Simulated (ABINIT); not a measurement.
A run of ABINIT 10.8.3 (patched build):

The input run.abi:

```
pp_dirpath "./"
pseudos "Hg.hgh, Te.hgh"

acell 4.5459894962 4.5459894962 4.5459894962 Angstrom
rprim
     0.0000000000     0.7071067812     0.7071067812
     0.7071067812     0.0000000000     0.7071067812
     0.7071067812     0.7071067812     0.0000000000
ntypat 2
znucl 80 52
natom 2
typat 1 2
chkprim 0
chksymtnons 0
tolsym 1.0e-6
xred
            0.0            0.0            0.0
            3/4            3/4            3/4

ecut 11.0
ecutsm 0.5

kptopt 1
ngkpt 5 5 5
nshiftk 1
shiftk 0.0 0.0 0.0

ixc 7

nband 8
occopt 3
tsmear 0.00183747

nstep 80
tolvrs 1.0e-12

iomode 3
prteig 0
prtebands 0
prtwf 0
prtden 0

ionmov 22
optcell 2
ntime 50
tolmxf 2.0e-5
dilatmx 1.08
```

Potentials or basis: HGH LDA.

Command:

```console
$ abinit run.abi > log 2>&1
```

Hardware: 1 thread of Arm Neoverse V2, on a shared host.

How long does it take, and how much memory?

It took 40 s on 1 thread of Arm Neoverse V2 (shared host), peak memory 0.06 GiB. Counts: scf iterations 211, mpi ranks 1, k points 10, bands 8, plane waves 990, ion steps 24.
